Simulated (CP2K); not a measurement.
AlN in CP2K: the effect of functional

The system is AlN.

```
Al N
1.0
     3.11300    0.00000    0.00000
    -1.55650    2.69594    0.00000
     0.00000    0.00000    4.98100
Al N
2 2
Cartesian
  1.5565 0.8986 2.4905
  0.0000 1.7973 0.0000
  1.5565 0.8986 4.3833
  0.0000 1.7973 1.8928
```

Alike in all runs:

- Program: CP2K 2026.2
- Task: band structure
- Potentials or basis: POTENTIAL_UZH Al GTH-PBE-q3, N GTH-PBE-q5; TZVP-MOLOPT-PBE-GTH basis
- Density cutoff: 9184 eV
- k mesh: 10 × 10 × 6
- Occupations: fermi-dirac, width 0.05 eV
- Spin: no spin polarisation

```tsv
functional	gap on the mesh (eV)	pressure (GPa)	largest force (eV/Å)
LDA	4.13	2.5	0.15
PBEsol	4.12	2.4	0.15
revPBE	4.29	2.9	0.13
AM05	4.14	2.5	0.15
vdW-DF2	4.63	4.6	0.10
TASK	?	?	?
```

**Question.** What does the run with functional TASK give?

**Answer.** gap on the mesh 5.37 eV; pressure -0.2 GPa; largest force 0.12 eV/Å.

Caveats: the potentials were made for another functional, which shifts forces and pressure; the basis of atomic orbitals isn't converged, which shifts pressures, moduli and gaps.

Runs at the PBE level aren't shown here.
